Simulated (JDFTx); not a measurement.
# GaN (P6_3mc) in JDFTx: further runs

Aim: see how the results for GaN move with the level of theory and the settings. Levels: BLYP, LDA. Tasks: single point.

Program: JDFTx 1.7.0 (patched build). These are calculated values, not measurements. Logs are shortened: lines on timing, memory, paths and dates and some standing lists are left out, and cuts for length are marked. The log counts tension as positive stress, the text compression.

**Experimental background.**

From “Studying electronic properties in GaN without electrical contacts using γ-γ vs e−-γ Perturbed Angular Correlations”, 2019, pmc:6823545, for a bulk crystal of GaN: band gap 3.503 ± 0.005 eV (direct).

The results are compared with them further down.

### 1 The crystal as given

Symmetry: P6_3mc, No. 186, hexagonal system. Conventional cell: a = 3.180 Å, b = 3.180 Å, c = 5.166 Å, α = 90.00°, β = 90.00°, γ = 120.00°. Ga (site symmetry 3m) is surrounded by 4 N at 1.94 to 1.95 Å. N (site symmetry 3m) has 4 Ga at 1.94 to 1.95 Å as nearest neighbours.

### 2 Single point, BLYP

Input file GaN.in:

```
lattice \
    6.0093290763    -3.0046645382     0.0000000000 \
    0.0000000000     5.2042316397     0.0000000000 \
    0.0000000000     0.0000000000     9.7623251598
coords-type Cartesian
ion Ga     3.0046645385     1.7347438797     4.8811625799 1
ion Ga    -0.0000000003     3.4694877600     0.0000000000 1
ion N      3.0046645385     1.7347438797     8.5420345148 1
ion N     -0.0000000003     3.4694877600     3.6608719349 1

ion-species pseudo/Ga.upf
ion-species pseudo/N.upf
elec-cutoff 42 336
elec-ex-corr gga-x-b88 gga-c-lyp
kpoint-folding 10 10 5
elec-smearing Fermi 0.0018374661
elec-n-bands 25
electronic-SCF nIterations 100 energyDiffThreshold 1e-09
electronic-minimize nIterations 30 energyDiffThreshold 1e-7
converge-empty-states yes
forces-output-coords Cartesian

dump-name run.$VAR
dump End Ecomponents EigStats BandEigs Kpoints Forces Stress ElecDensity
```

Potentials or basis: PseudoDojo-SR-PBE-0.5-standard with smoothed tails.

Run with:

```
$ jdftx -c 1 -i GaN.in -o GaN.out
```

Standard output:

```text
*************** JDFTx 1.7.0 (patched build) ***************

Input parsed successfully to the following command list (including defaults):
[... the input with its defaults ...]

---------- Setting up symmetries ----------

Found 24 point-group symmetries of the bravais lattice
Found 12 space-group symmetries with basis
Applied RMS atom displacement 3.74537e-10 bohrs to make symmetries exact.

---------- Initializing the Grid ----------
R =
[      6.00933     -3.00466            0  ]
[            0      5.20423            0  ]
[            0            0      9.76233  ]
unit cell volume = 305.306
G =
[    1.04557   0.603661         -0  ]
[          0    1.20732          0  ]
[          0         -0   0.643616  ]
Minimum fftbox size, Smin = [  52  52  84  ]
Chosen fftbox size, S = [  54  54  84  ]

---------- Initializing tighter grid for wavefunction operations ----------
R =
[      6.00933     -3.00466            0  ]
[            0      5.20423            0  ]
[            0            0      9.76233  ]
unit cell volume = 305.306
G =
[    1.04557   0.603661         -0  ]
[          0    1.20732          0  ]
[          0         -0   0.643616  ]
Minimum fftbox size, Smin = [  36  36  60  ]
Chosen fftbox size, S = [  36  36  60  ]

---------- Exchange Correlation functional ----------
Initialized LibXC exchange functional 'Becke 88'
Initialized LibXC correlation functional 'Lee, Yang & Parr'

---------- Setting up pseudopotentials ----------
Width of ionic core gaussian charges (only for fluid interactions / plotting) set to 0

Reading pseudopotential file 'pseudo/Ga.upf':
  'Ga' pseudopotential, 'PBE' functional
  Generated using ONCVPSP code by D. R. Hamann
  13 valence electrons, 3 orbitals, 6 projectors, 1001 radial grid points, with lMax = 2
    3D    l: 2   occupation: 10.0   eigenvalue: -0.703915
    4S    l: 0   occupation:  2.0   eigenvalue: -0.328859
    4P    l: 1   occupation:  1.0   eigenvalue: -0.094784
  Core radius for overlap checks: 1.84 bohrs.

Reading pseudopotential file 'pseudo/N.upf':
  'N' pseudopotential, 'PBE' functional
  Generated using ONCVPSP code by D. R. Hamann
  5 valence electrons, 2 orbitals, 4 projectors, 1001 radial grid points, with lMax = 1
    2S    l: 0   occupation:  2.0   eigenvalue: -0.682907
    2P    l: 1   occupation:  3.0   eigenvalue: -0.260548
  Core radius for overlap checks: 1.31 bohrs.

Initialized 2 species with 4 total atoms.

Folded 1 k-points by 10x10x5 to 500 k-points.

---------- Setting up k-points, bands, fillings ----------
Adding inversion symmetry to k-mesh for non-inversion-symmetric unit cell.
Reduced to 42 k-points under symmetry.
Computing the number of bands and number of electrons
Calculating initial fillings.
nElectrons:  36.000000   nBands: 25   nStates: 42

----- Setting up reduced wavefunction bases (one per k-point) -----
average nbasis = 3968.638 , ideal nbasis = 3969.208

---------- Setting up ewald sum ----------
Optimum gaussian width for ewald sums = 2.132122 bohr.
Real space sum over 1089 unit cells with max indices [  5  5  4  ]
Reciprocal space sum over 2873 terms with max indices [  6  6  8  ]

---------- Allocating electronic variables ----------
Initializing wave functions:  linear combination of atomic orbitals
Ga pseudo-atom occupations:   s ( 2 )  p ( 1 )  d ( 10 )
N pseudo-atom occupations:   s ( 2 )  p ( 3 )
	FillingsUpdate:  mu: +0.623014936  nElectrons: 36.000000
LCAOMinimize: Iter:   0  F: -153.6495169223160246  |grad|_K:  6.858e-03  alpha:  1.000e+00
	FillingsUpdate:  mu: +0.480333781  nElectrons: 36.000000
LCAOMinimize: Iter:   1  F: -153.9394426689549960  |grad|_K:  4.841e-04  alpha:  3.569e-01  linmin: -3.541e-01  cgtest:  9.394e-01
LCAOMinimize: Encountered beta<0, resetting CG.
[... 6 lines of inner loops ...]
	FillingsUpdate:  mu: +0.470716711  nElectrons: 36.000000
LCAOMinimize: Iter:   5  F: -153.9407789972580360  |grad|_K:  1.823e-08  alpha:  7.707e-01  linmin: -2.398e-02  cgtest:  8.601e-02
LCAOMinimize: Encountered beta<0, resetting CG.
LCAOMinimize: Converged (|Delta F|<1.000000e-06 for 2 iters).

-------- Electronic minimization -----------
Will mix electronic density at each iteration.
	FillingsUpdate:  mu: +0.470716711  nElectrons: 36.000000
	FillingsUpdate:  mu: +0.455607167  nElectrons: 36.000000
SCF: Cycle:  0   F: -154.032573380650888   dF: -9.179e-02   |Residual|: 8.505e-02   |deigs|: 3.334e-02
	FillingsUpdate:  mu: +0.448836785  nElectrons: 36.000000
SCF: Cycle:  1   F: -154.037033815018816   dF: -4.460e-03   |Residual|: 3.401e-02   |deigs|: 5.108e-03
	FillingsUpdate:  mu: +0.449715261  nElectrons: 36.000000
SCF: Cycle:  2   F: -154.037231100322600   dF: -1.973e-04   |Residual|: 1.312e-02   |deigs|: 1.311e-03
	FillingsUpdate:  mu: +0.450533087  nElectrons: 36.000000
SCF: Cycle:  3   F: -154.037252284787343   dF: -2.118e-05   |Residual|: 2.795e-03   |deigs|: 7.335e-04
	FillingsUpdate:  mu: +0.450844998  nElectrons: 36.000000
SCF: Cycle:  4   F: -154.037256151028998   dF: -3.866e-06   |Residual|: 5.214e-04   |deigs|: 7.413e-04
	FillingsUpdate:  mu: +0.450892141  nElectrons: 36.000000
SCF: Cycle:  5   F: -154.037256810334213   dF: -6.593e-07   |Residual|: 2.682e-04   |deigs|: 1.123e-04
	FillingsUpdate:  mu: +0.450911363  nElectrons: 36.000000
SCF: Cycle:  6   F: -154.037256996891273   dF: -1.866e-07   |Residual|: 3.716e-05   |deigs|: 8.034e-05
	FillingsUpdate:  mu: +0.450909574  nElectrons: 36.000000
SCF: Cycle:  7   F: -154.037257056722268   dF: -5.983e-08   |Residual|: 2.161e-05   |deigs|: 7.622e-05
	FillingsUpdate:  mu: +0.450908675  nElectrons: 36.000000
SCF: Cycle:  8   F: -154.037257078407919   dF: -2.169e-08   |Residual|: 7.568e-06   |deigs|: 8.040e-05
	FillingsUpdate:  mu: +0.450908383  nElectrons: 36.000000
SCF: Cycle:  9   F: -154.037257087541803   dF: -9.134e-09   |Residual|: 5.239e-06   |deigs|: 8.910e-05
	FillingsUpdate:  mu: +0.450908310  nElectrons: 36.000000
SCF: Cycle: 10   F: -154.037257090732794   dF: -3.191e-09   |Residual|: 3.216e-06   |deigs|: 5.684e-05
	FillingsUpdate:  mu: +0.450908040  nElectrons: 36.000000
SCF: Cycle: 11   F: -154.037257092077965   dF: -1.345e-09   |Residual|: 1.225e-06   |deigs|: 4.640e-05
	FillingsUpdate:  mu: +0.450907997  nElectrons: 36.000000
SCF: Cycle: 12   F: -154.037257092572673   dF: -4.947e-10   |Residual|: 4.963e-07   |deigs|: 8.092e-05
	FillingsUpdate:  mu: +0.450907992  nElectrons: 36.000000
SCF: Cycle: 13   F: -154.037257092800957   dF: -2.283e-10   |Residual|: 5.141e-07   |deigs|: 1.141e-04
SCF: Converged (|Delta E|<1.000000e-09 for 2 iters).

Setting wave functions to eigenvectors of Hamiltonian
Converging empty states (this may take a while): |deigs|: 1.006e-03

# Stress tensor in Cartesian coordinates [Eh/a0^3]:
[ -0.000425386            0            0  ]
[            0 -0.000425386            0  ]
[            0            0 -0.000509872  ]

# Ionic positions in cartesian coordinates:
ion Ga   3.004664538183334   1.734743879900000   4.881162579900000 1
ion Ga   0.000000000016667   3.469487759800000   0.000000000000000 1
ion N   3.004664538183334   1.734743879900000   8.542034514799999 1
ion N   0.000000000016667   3.469487759800000   3.660871934900000 1

# Forces in Cartesian coordinates:
force Ga  -0.000000000000000  -0.000000000000000  -0.002511570860464 1
force Ga   0.000000000000000  -0.000000000000000  -0.002511570860464 1
force N   0.000000000000000  -0.000000000000000   0.002510519337233 1
force N   0.000000000000000  -0.000000000000000   0.002510519337233 1

# Energy components:
   Eewald =     -117.0034741840106420
       EH =       43.6011785051870362
     Eloc =     -113.7062868208807060
      Enl =      -78.5292781594413185
      Exc =      -47.8358243523295528
 Exc_core =       19.4134003775059902
       KE =      140.0230275411690286
-------------------------------------
     Etot =     -154.0372570928001892
       TS =        0.0000000000007787
-------------------------------------
        F =     -154.0372570928009566

IonicMinimize: Iter:   0  F: -154.037257092800957  |grad|_K:  1.450e-03
IonicMinimize: None of the convergence criteria satisfied after 0 iterations.

#--- Lowdin population analysis ---
# oxidation-state Ga +0.851 +0.851
# oxidation-state N -0.821 -0.821

Dumping 'run.eigStats' ...
	eMin: -0.176701 at state 0 ( [ +0.000000 +0.000000 +0.000000 ] spin 0 )
	HOMO: +0.411769 at state 0 ( [ +0.000000 +0.000000 +0.000000 ] spin 0 )
	mu  : +0.450908
	LUMO: +0.487385 at state 0 ( [ +0.000000 +0.000000 +0.000000 ] spin 0 )
	eMax: +0.897996 at state 41 ( [ +0.300000 +0.300000 +0.400000 ] spin 0 )
	HOMO-LUMO gap: +0.075616
	Optical gap  : +0.075616 at state 0 ( [ +0.000000 +0.000000 +0.000000 ] spin 0 )
Done!
[note: mu as printed may lie anywhere between the filled and the empty levels]
```

It took 2.5 min on 1 thread of Arm Neoverse V2, shared host; peak memory 0.25 GiB.

What came out:

- Free energy: -4191.5673 eV
- Pressure: 13.3 GPa
- Largest force: 0.129 eV/Å
- Band gap on the k mesh: 2.06 eV, direct
- Loewdin charges: Ga +0.85; N -0.82 e

Forces in eV/Å, atoms in the order of the input:
```
Ga   0.000  0.000 -0.129
Ga   0.000  0.000 -0.129
N    0.000  0.000  0.129
N    0.000  0.000  0.129
```

Stress tensor (GPa, compression positive):
```
12.52  0.00  0.00
 0.00 12.52  0.00
 0.00  0.00 15.00
```

Caveat: forces may be off by hundredths of an eV/Å; the potentials were made for another functional, which shifts forces and pressure.

### 3 Single point, LDA

Input file GaN.in:

```
include GaN.lattice
coords-type Lattice
include GaN.ionpos

ion-species pseudo/Ga.upf
ion-species pseudo/N.upf
elec-cutoff 42 336
elec-ex-corr lda-PW
kpoint-folding 10 10 5
elec-smearing Gauss 0.0018374661
elec-n-bands 25
electronic-SCF nIterations 100 energyDiffThreshold 1e-09
electronic-minimize nIterations 30 energyDiffThreshold 1e-7
converge-empty-states yes
forces-output-coords Cartesian

dump-name run.$VAR
dump End Ecomponents EigStats BandEigs Kpoints Forces Stress ElecDensity Dtot KEdensity
```

Input file GaN.lattice:

```
lattice \
    6.0093290763    -3.0046645382     0.0000000000 \
    0.0000000000     5.2042316397     0.0000000000 \
    0.0000000000     0.0000000000     9.7623251598
```

Input file GaN.ionpos:

```
ion Ga     0.6666666667     0.3333333333     0.5000000000 1
ion Ga     0.3333333333     0.6666666667     0.0000000000 1
ion N      0.6666666667     0.3333333333     0.8750000000 1
ion N      0.3333333333     0.6666666667     0.3750000000 1
```

Potentials or basis: PseudoDojo-SR-LDA-0.4.1-standard with smoothed tails.

Run with:

```
$ jdftx -c 1 -i GaN.in -o GaN.out
```

Wall time 2.7 min (1 thread of Arm Neoverse V2, shared host); peak memory 0.26 GiB.

It converged, with:

```yaml
Free_energy: -4210.7179 eV
Pressure: -4.7 GPa
Largest_force: 0.126 eV/Å
Band_gap_on_the_k_mesh: 2.01 eV, direct
Loewdin_charges: Ga +0.80; N -0.77 e
```

Forces on the atoms (eV/Å):
```
Ga   0.000  0.000 -0.126
Ga   0.000  0.000 -0.126
N    0.000  0.000  0.126
N    0.000  0.000  0.126
```

Stress tensor (GPa, compression positive):
```
-5.44  0.00  0.00
 0.00 -5.44  0.00
 0.00  0.00 -3.34
```

Levels at points of the mesh, in eV from the valence-band top:
| k point | band 15 | band 16 | band 17 | band 18 | band 19 | band 20 |
| --- | --- | --- | --- | --- | --- | --- |
| (0.00, 0.00, 0.00) | -1.07 | -0.06 | 0.00 | 0.00 | 2.01 | 4.23 |
| (0.00, 0.50, 0.00) | -4.32 | -2.80 | -2.30 | -1.00 | 4.95 | 5.55 |

### 4 For comparison

An earlier run on the cell as given: functional PBE; potentials or basis PseudoDojo-SR-PBE-0.5-standard with smoothed tails; cutoff 1143 eV; density cutoff 9143 eV; k mesh 10 × 10 × 5; occupations fermi-dirac, width 0.05 eV; no spin polarisation.

* Pressure: 7.5 GPa
* Largest force: 0.137 eV/Å
* Band gap on the k mesh: 2.01 eV, direct
* Loewdin charges: Ga +0.84; N -0.81 e

### 5 Summary

```csv
level,potentials or basis,smearing,gap on the mesh (eV),pressure (GPa),largest force (eV/Å)
BLYP,PseudoDojo-SR-PBE-0.5-standard with smoothed tails,fermi-dirac 0.05 eV,2.06,13.3,0.13
LDA,PseudoDojo-SR-LDA-0.4.1-standard with smoothed tails,gaussian 0.1 eV,2.01,-4.7,0.13
PBE,PseudoDojo-SR-PBE-0.5-standard with smoothed tails,fermi-dirac 0.05 eV,2.01,7.5,0.14
```

Alike in all rows: task single point; no spin polarisation; cell as given; k mesh 10 × 10 × 5; cutoff (eV) 1143.

Caveats: forces may be off by hundredths of an eV/Å (some runs); the potentials were made for another functional, which shifts forces and pressure (some runs).

Total energies depend on the potentials used, so only differences within one code and one set of settings carry meaning.

### 6 How close it comes

Step 2. Against the measured gap of GaN, 3.503 eV (direct; quoted in “Studying electronic properties in GaN without electrical contacts using γ-γ vs e−-γ Perturbed Angular Correlations”, 2019, pmc:6823545), the calculated 2.06 eV is off by -1.45 eV. Spin-orbit coupling on Ga is left out. The value is that of BLYP, without temperature or zero-point motion. Semilocal functionals fall short of measured gaps as a rule.

Step 3. A measured gap of GaN is 3.503 eV (direct; quoted in “Studying electronic properties in GaN without electrical contacts using γ-γ vs e−-γ Perturbed Angular Correlations”, 2019, pmc:6823545); the calculated 2.01 eV misses it by -1.49 eV. Spin-orbit coupling on Ga is left out. The value is that of LDA, without temperature or zero-point motion. Semilocal functionals fall short of measured gaps as a rule.
